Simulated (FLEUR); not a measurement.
# Yb (Fm-3m) in FLEUR: notebook

One crystal, Yb, is run at these levels: PBE; tasks: equation of state.

Program: FLEUR MaX-R8.1 (later development tree). These are calculated values, not measurements. Logs are shortened: lines on timing, memory, paths and dates and some standing lists are left out, and cuts for length are marked.

## 1. The crystal as given

Symmetry: Fm-3m, No. 225, cubic system. Conventional cell: a = 5.486 Å, b = 5.486 Å, c = 5.486 Å, α = 90.00°, β = 90.00°, γ = 90.00°. Around Yb (site symmetry m-3m) lie 12 Yb at 3.88 Å.

## 2. Equation of state, PBE, collinear spin, ferromagnetic start, 38.80 Å³/atom (volume scaled by 0.94)

File inp.xml:

```xml
<?xml version="1.0" encoding="UTF-8" standalone="no"?>
<fleurInput fleurInputVersion="0.39">
   <comment>
      Yb                                                                                                  
   </comment>
   <calculationSetup>
      <cutoffs Kmax="3.8" Gmax="11.8" GmaxXC="11.8" numbands="0"/>
      <scfLoop itmax="60" minDistance="0.00001" maxIterBroyd="15" imix="Anderson" alpha="0.05" precondParam="0.0" spinf="2.0" sdNocoIR="T"/>
      <coreElectrons ctail="T" frcor="F" kcrel="0" coretail_lmax="0"/>
      <xcFunctional name="pbe" relativisticCorrections="F"/>
      <magnetism jspins="2"/>
      <soc l_soc="F" theta="0.0" phi="0.0" spav="F"/>
      <expertModes spex="0" secvar="F"/>
      <geometryOptimization l_f="F" forcealpha="1.0" forcemix="BFGS" epsdisp="0.0005" epsforce="0.0002"/>
      <ldaU l_linMix="F" mixParam="0.05" spinf="1.0"/>
   </calculationSetup>
   <cell>
      <bzIntegration valenceElectrons="24.0" mode="hist" fermiSmearingEnergy="0.00183747">
         <kPointListSelection listName="default-1"/>
         <!-- k-points included here -->
         <xi:include xmlns:xi="http://www.w3.org/2001/XInclude" href="kpts.xml"> </xi:include>
      </bzIntegration>
      <!-- symmetry operations included here -->
      <xi:include xmlns:xi="http://www.w3.org/2001/XInclude" href="sym.xml"> </xi:include>
      <bulkLattice scale="0.9795861087">
         <bravaisMatrix>
            <row-1>    0.0000000000000000     5.1837077323902596     5.1837077323902596</row-1>
            <row-2>    5.1837077323902596     0.0000000000000000     5.1837077323902596</row-2>
            <row-3>    5.1837077323902596     5.1837077323902596     0.0000000000000000</row-3>
         </bravaisMatrix>
      </bulkLattice>
   </cell>
   <atomSpecies>
      <species name="Ytterbium 1.000" element="Yb" atomicNumber="70">
         <mtSphere radius="2.66" gridPoints="879" logIncrement="0.015"/>
         <atomicCutoffs lmax="11" lnonsphr="8"/>
         <electronConfig flipSpins="F">
            <coreConfig>(1s1/2) (2s1/2) (2p1/2) (2p3/2) (3s1/2) (3p1/2) (3p3/2) (4s1/2) (3d3/2) (3d5/2) (4p1/2) (4p3/2) (4d3/2) (4d5/2)</coreConfig>
            <valenceConfig>(5s1/2) (5p1/2) (5p3/2) (6s1/2) (4f5/2) (4f7/2)</valenceConfig>
         </electronConfig>
         <energyParameters s="6" p="5" d="5" f="4"/>
         <lo type="SCLO" l="0" n="5" eDeriv="0"/>
         <lo type="HELO" l="1" n="6" eDeriv="0"/>
         <lo type="HELO" l="1" n="6" eDeriv="1"/>
         <lo type="SCLO" l="2" n="5" eDeriv="2"/>
         <lo type="SCLO" l="3" n="4" eDeriv="2"/>
      </species>
   </atomSpecies>
   <atomGroups>
      <atomGroup species="Ytterbium 1.000">
         <relPos label="                   1">.0000000000 .0000000000 .0000000000</relPos>
         <force calculate="T" relaxXYZ="TTT"/>
      </atomGroup>
   </atomGroups>
   <output dos="F" band="F" slice="F">
      <checks vchk="F" cdinf="F"/>
      <bandDOS minEnergy="-.5*Htr" maxEnergy="0.5*Htr" sigma="0.015" storeEVData="T"/>
      <vacuumDOS vacdos="F" integ="F" star="F" nstars="0" locx1="0.0" locy1="0.0" locx2="0.0" locy2="0.0" nstm="0" tworkf="0.0"/>
      <unfoldingBand unfoldBand="F" supercellX="1" supercellY="1" supercellZ="1"/>
      <plotting iplot="0" polar="F">
         <plot TwoD="T" vec1="  1.0  0.0  0.0" vec2="  0.0  1.0  0.0" vec3="  0.0  0.0  1.0" zero="  0.0  0.0  0.0" file="plot"/>
      </plotting>
      <chargeDensitySlicing numkpt="0" minEigenval="0.0" maxEigenval="0.0" nnne="0" pallst="F"/>
      <specialOutput eonly="F"/>
      <moessbauerParams electricFieldGradient="T" isomerShift="T" coreHyperfine="T" valenceHyperfine="T"/>
      <magneticCircularDichroism mcd="F" energyLo="-10.0" energyUp="0.0"/>
   </output>
  <!-- We include the file relax.xml here to enable relaxations (see documentation) -->
  <xi:include xmlns:xi="http://www.w3.org/2001/XInclude" href="relax.xml"> <xi:fallback/> </xi:include>
</fleurInput>
```

Potentials or basis: all-electron, FLAPW.

Run with:

```bash
> inpgen -f crystal.txt -profile fastHighL
> # inp.xml edited to the form shown
> fleur_MPI
```

The program printed:

```text
Welcome to FLEUR        (www.flapw.de)
      MaX-Release 8.1          (www.max-centre.eu)

 ========== k-point set info ==========
 Selected k-point list: default-1
 k-point list type: mesh
 8 x 8 x 8
 Number of k points: 29

 ------------Calculation Setup---------------------------
 Number of MPI-tasks      :            1
 Number of PE/node        :            1
 Number of OMP-threads    :            1
 Most efficient MPI parallelization for:
           1          29
 Additional eigenvalue parallelization possible
 Number of basis functions:          294
 Approximate size of matrices (H+S) per k-point:         0.001 GB
 --------------------------------------------------------
 Iteration:     1   Distance:      75.74527285 me/bohr^3
 Iteration:     2   Distance:      14.98878890 me/bohr^3
 Iteration:     3   Distance:      11.39098642 me/bohr^3
 Iteration:     4   Distance:      25.10995702 me/bohr^3
 Iteration:     5   Distance:       9.29621303 me/bohr^3
 Iteration:     6   Distance:      11.40279868 me/bohr^3
 Iteration:     7   Distance:       9.44112733 me/bohr^3
 Iteration:     8   Distance:       6.78186675 me/bohr^3
 Iteration:     9   Distance:       5.67707274 me/bohr^3
 Iteration:    10   Distance:       3.26287121 me/bohr^3
 Iteration:    11   Distance:       3.28181090 me/bohr^3
 Iteration:    12   Distance:       2.51376521 me/bohr^3
 Iteration:    13   Distance:       3.22106733 me/bohr^3
 Iteration:    14   Distance:       2.97417605 me/bohr^3
 Iteration:    15   Distance:       1.60234301 me/bohr^3
 Iteration:    16   Distance:       0.26232264 me/bohr^3
 Iteration:    17   Distance:       0.15858771 me/bohr^3
 Iteration:    18   Distance:       0.14250525 me/bohr^3
 Iteration:    19   Distance:       0.06312540 me/bohr^3
 Iteration:    20   Distance:       0.07145990 me/bohr^3
 Iteration:    21   Distance:       0.30179639 me/bohr^3
 Iteration:    22   Distance:       0.02782292 me/bohr^3
 Iteration:    23   Distance:       0.04488680 me/bohr^3
 Iteration:    24   Distance:       0.01799066 me/bohr^3
 Iteration:    25   Distance:       0.04443546 me/bohr^3
 Iteration:    26   Distance:       0.02729752 me/bohr^3
 Iteration:    27   Distance:       0.00251019 me/bohr^3
 Iteration:    28   Distance:       0.00170819 me/bohr^3
 Iteration:    29   Distance:       0.00004993 me/bohr^3
 Iteration:    30   Distance:       0.00001836 me/bohr^3
 Iteration:    31   Distance:       0.00001318 me/bohr^3
 Iteration:    32   Distance:       0.00000301 me/bohr^3

 ********************************************************************
 Run finished successfully
 Stop message:
   all done
 ********************************************************************
```

Run time: 53 s. Hardware: 1 thread of Arm Neoverse V1, shared host; peak memory 0.08 GiB.

Results:

* Free energy: -383025.6487 eV
* Band gap on the k mesh: none (metal or under the smearing width)
* Net moment: 0.00 μB per cell
* Valence electrons inside the program's atomic spheres: Yb 22.03 (radii Yb 2.66 bohr)

Caveat: spin-orbit coupling is left out, which moves the levels of the heavy elements.

## 3. Equation of state, PBE, collinear spin, ferromagnetic start, 39.63 Å³/atom (volume scaled by 0.96)

inp.xml: that of step 2 with these lines changed.

```diff
@@ -24,3 +24,3 @@
       <xi:include xmlns:xi="http://www.w3.org/2001/XInclude" href="sym.xml"> </xi:include>
-      <bulkLattice scale="0.9795861087">
+      <bulkLattice scale="0.9864848297">
          <bravaisMatrix>
```

Potentials or basis: all-electron, FLAPW.

Run with:

```bash
> inpgen -f crystal.txt -profile fastHighL
> # inp.xml edited to the form shown
> fleur_MPI
```

Run time: 44 s. Hardware: 1 thread of Arm Neoverse V1, shared host; peak memory 0.08 GiB.

Results (log left out):

```yaml
Free_energy: -383025.6405 eV
Band_gap_on_the_k_mesh: none (metal or under the smearing width)
Net_moment: 0.00 μB per cell
Valence_electrons_inside_the_program's_atomic_spheres: Yb 22.02 (radii Yb 2.66 bohr)
```

Caveat: spin-orbit coupling is left out, which moves the levels of the heavy elements.

## 4. Equation of state, PBE, collinear spin, ferromagnetic start, 40.46 Å³/atom (volume scaled by 0.98)

inp.xml: that of step 3 with these lines changed.

```diff
@@ -24,3 +24,3 @@
       <xi:include xmlns:xi="http://www.w3.org/2001/XInclude" href="sym.xml"> </xi:include>
-      <bulkLattice scale="0.9864848297">
+      <bulkLattice scale="0.9932883884">
          <bravaisMatrix>
```

Run with:

```bash
> inpgen -f crystal.txt -profile fastHighL
> # inp.xml edited to the form shown
> fleur_MPI
```

Run time: 44 s. Hardware: 1 thread of Arm Neoverse V1, shared host; peak memory 0.08 GiB.

The run converged. Its results:

* Free energy: -383025.6310 eV
* Band gap on the k mesh: none (metal or under the smearing width)
* Net moment: 0.00 μB per cell
* Valence electrons inside the program's atomic spheres: Yb 22.02 (radii Yb 2.66 bohr)

Caveat: spin-orbit coupling is left out, which moves the levels of the heavy elements.

## 5. Equation of state, PBE, collinear spin, ferromagnetic start, 41.28 Å³/atom

inp.xml: that of step 4 with these lines changed.

```diff
@@ -24,3 +24,3 @@
       <xi:include xmlns:xi="http://www.w3.org/2001/XInclude" href="sym.xml"> </xi:include>
-      <bulkLattice scale="0.9932883884">
+      <bulkLattice scale="1.0000000000">
          <bravaisMatrix>
```

Run with:

```bash
> inpgen -f crystal.txt -profile fastHighL
> # inp.xml edited to the form shown
> fleur_MPI
```

It took 46 s on 1 thread of Arm Neoverse V1, shared host; peak memory 0.08 GiB.

It converged, with:

* Free energy: -383025.6210 eV
* Band gap on the k mesh: none (metal or under the smearing width)
* Net moment: 0.00 μB per cell
* Valence electrons inside the program's atomic spheres: Yb 22.01 (radii Yb 2.66 bohr)

Caveat: spin-orbit coupling is left out, which moves the levels of the heavy elements.

## 6. Equation of state, PBE, collinear spin, ferromagnetic start, 42.11 Å³/atom (volume scaled by 1.02)

inp.xml: that of step 5 with these lines changed.

```diff
@@ -24,3 +24,3 @@
       <xi:include xmlns:xi="http://www.w3.org/2001/XInclude" href="sym.xml"> </xi:include>
-      <bulkLattice scale="1.0000000000">
+      <bulkLattice scale="1.0066227096">
          <bravaisMatrix>
```

Potentials or basis: all-electron, FLAPW.

Run with:

```bash
> inpgen -f crystal.txt -profile fastHighL
> # inp.xml edited to the form shown
> fleur_MPI
```

Wall time 44 s (1 thread of Arm Neoverse V1, shared host); peak memory 0.08 GiB.

The run converged. Its results:

- Free energy: -383025.6093 eV
- Band gap on the k mesh: none (metal or under the smearing width)
- Net moment: 0.00 μB per cell
- Valence electrons inside the program's atomic spheres: Yb 22.00 (radii Yb 2.66 bohr)

Caveat: spin-orbit coupling is left out, which moves the levels of the heavy elements.

## 7. Equation of state, PBE, collinear spin, ferromagnetic start, 42.93 Å³/atom (volume scaled by 1.04)

inp.xml: that of step 6 with these lines changed.

```diff
@@ -24,3 +24,3 @@
       <xi:include xmlns:xi="http://www.w3.org/2001/XInclude" href="sym.xml"> </xi:include>
-      <bulkLattice scale="1.0066227096">
+      <bulkLattice scale="1.0131594038">
          <bravaisMatrix>
```

Run with:

```bash
> inpgen -f crystal.txt -profile fastHighL
> # inp.xml edited to the form shown
> fleur_MPI
```

It took 49 s on 1 thread of Arm Neoverse V1, shared host; peak memory 0.08 GiB.

Results (log left out):

* Free energy: -383025.5967 eV
* Band gap on the k mesh: none (metal or under the smearing width)
* Net moment: 0.00 μB per cell
* Valence electrons inside the program's atomic spheres: Yb 22.00 (radii Yb 2.66 bohr)

Caveat: spin-orbit coupling is left out, which moves the levels of the heavy elements.

## 8. Equation of state, PBE, collinear spin, ferromagnetic start, 43.76 Å³/atom (volume scaled by 1.06)

inp.xml: that of step 7 with these lines changed.

```diff
@@ -24,3 +24,3 @@
       <xi:include xmlns:xi="http://www.w3.org/2001/XInclude" href="sym.xml"> </xi:include>
-      <bulkLattice scale="1.0131594038">
+      <bulkLattice scale="1.0196128224">
          <bravaisMatrix>
```

Run with:

```bash
> inpgen -f crystal.txt -profile fastHighL
> # inp.xml edited to the form shown
> fleur_MPI
```

Wall time 48 s (1 thread of Arm Neoverse V1, shared host); peak memory 0.08 GiB.

Results (log left out):

```
Free energy                                           : -383025.5831 eV
Band gap on the k mesh                                : none (metal or under the smearing width)
Net moment                                            : 0.00 μB per cell
Valence electrons inside the program's atomic spheres : Yb 21.99 (radii Yb 2.66 bohr)
```

Caveat: spin-orbit coupling is left out, which moves the levels of the heavy elements.
